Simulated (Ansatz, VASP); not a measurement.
Two plane-wave programs on CaO

```
Ca O
1.0
     0.00000    2.35512    2.35512
     2.35512    0.00000    2.35512
     2.35512    2.35512    0.00000
Ca O
1 1
Direct
  0.00000 0.00000 0.00000
  0.50000 0.50000 0.50000
```

Alike in both runs: functional r2SCAN; k mesh 8 × 8 × 8; no spin polarisation.

Ansatz relaxed the structure, and its values are those at the end. VASP's run is a single point on that final structure, the one shown.

```csv
,VASP,Ansatz
version,VASP 6.6.1,Ansatz 0.2.0
potentials or method,"VASP PAW PBE potentials, release 64 (Ca_sv, O)","PAW with Ansatz's default frozen-core files, scalar-relativistic"
plane-wave cutoff (eV),520,500
occupations,"gaussian, width 0.01 eV",fixed
valence electrons in the cell,16,16
```

Ansatz gave:

| Property | Result |
| --- | --- |
| pressure (GPa) | 7.0 |

Task: Estimate VASP's values.

Result: Pressure (GPa): 8.3.

Caveats: the PAW data sets were made with another functional, which shifts forces and pressure a little (VASP). A k mesh can miss the band edges.
